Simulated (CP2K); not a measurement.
**LiH under changes of volume**

One of the cells (8.449 Å³/atom); the others are scaled copies at fixed shape and fractional positions:

```
Li H
1.0
     2.88040    0.00000    0.00000
     1.44020    2.49450    0.00000
     1.44020    0.83150    2.35184
Li H
1 1
Cartesian
  0.0000 0.0000 0.0000
  2.8804 1.6630 1.1759
```

* Program: CP2K 2026.2
* Functional: PBE
* Potentials or basis: POTENTIAL_UZH Li GTH-PBE-q3, H GTH-PBE-q1; TZVP-MOLOPT-PBE-GTH basis
* Density cutoff: 7483 eV
* k mesh: 11 × 11 × 11
* Occupations: fermi-dirac, width 0.05 eV
* Spin: no spin polarisation

| volume (Å³/atom) | energy over the lowest point (meV/atom) | pressure (GPa) | gap on the mesh (eV) |
| --- | --- | --- | --- |
| 7.942 | ? | ? | ? |
| 8.111 | 0.00 | -0.2 | 3.37 |
| 8.280 | 0.56 | -0.9 | 3.38 |
| 8.449 | 1.84 | -1.5 | 3.39 |
| 8.618 | 3.77 | -2.1 | 3.40 |
| 8.787 | 6.30 | -2.7 | 3.40 |
| 8.956 | 9.37 | -3.2 | 3.41 |

Task: What does the run at 7.942 Å³/atom give?

Result: Energy over the lowest point 0.21 meV/atom; pressure 0.6 GPa; gap on the mesh 3.36 eV.

Worked out: A Birch-Murnaghan fit of order 3 (a polynomial in V^(-2/3)) to the other rows has its minimum at 8.07 Å³/atom, just outside them, with B0 = V·E''(V) = 36 GPa and B' = 3.5. It gives 0.23 meV/atom at 7.942 Å³/atom, against the run's 0.21, and -dE/dV = 0.6 GPa, against 0.6. A straight line through the other rows of the gap, of slope 0.39 eV per unit of ln V (its deformation potential), extrapolates to 3.36 eV, against the run's 3.36.

Energies are extrapolated to zero smearing.

Caveats: an odd mesh through Γ misses points on the zone boundary, where band edges often lie; the basis of atomic orbitals isn't converged, which shifts pressures, moduli and gaps.
